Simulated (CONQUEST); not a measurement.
**GaN under changes of volume**

One of the cells (11.310 Å³/atom); the others are scaled copies at fixed shape and fractional positions:

```
Ga N
1.0
     3.18000    0.00000    0.00000
     0.00000    5.16600    0.00000
     0.00000    0.00000    5.50792
Ga N
4 4
Direct
  0.00000 0.50000 0.33333
  0.50000 0.50000 0.83333
  0.00000 0.00000 0.66667
  0.50000 0.00000 0.16667
  0.00000 0.87500 0.33333
  0.50000 0.87500 0.83333
  0.00000 0.37500 0.66667
  0.50000 0.37500 0.16667
```

* Program: CONQUEST 1.3
* Functional: PBE
* Potentials or basis: PseudoDojo NC PBE, SZ, grid of 36 × 60 × 60 points
* k mesh: 8 × 5 × 5
* Occupations: fermi-dirac, width 0.05 eV
* Spin: no spin polarisation

```csv
volume (Å³/atom),energy over the lowest point (meV/atom),pressure (GPa),gap on the mesh (eV),largest force (eV/Å)
10.632,160.23,34.2,2.55,0.140
10.858,115.93,28.5,2.38,0.133
11.084,79.86,22.7,2.22,0.130
11.310,51.20,18.2,2.06,0.126
11.537,?,?,?,?
11.763,11.77,10.1,1.75,0.127
11.989,0.00,6.6,1.61,0.121
```

**Question.** What does the run at 11.537 Å³/atom give?

**Answer.** Energy over the lowest point 28.76 meV/atom; pressure 13.9 GPa; gap on the mesh 1.90 eV; largest force 0.125 eV/Å.

Worked out: A Birch-Murnaghan fit of order 3 (a polynomial in V^(-2/3)) to the other rows has no minimum within the range. It gives 28.62 meV/atom at 11.537 Å³/atom, against the run's 28.76, and -dE/dV = 13.8 GPa, against 13.9. A straight line through the other rows of the gap, of slope -7.84 eV per unit of ln V, gives 1.91 eV, against the run's 1.90.

Energies are extrapolated to zero smearing.

Caveats: the atomic basis is small; an odd mesh through Γ misses points on the zone boundary, where band edges often lie; the basis of atomic orbitals isn't converged, which shifts pressures, moduli and gaps. Spin-orbit coupling on Ga is left out.
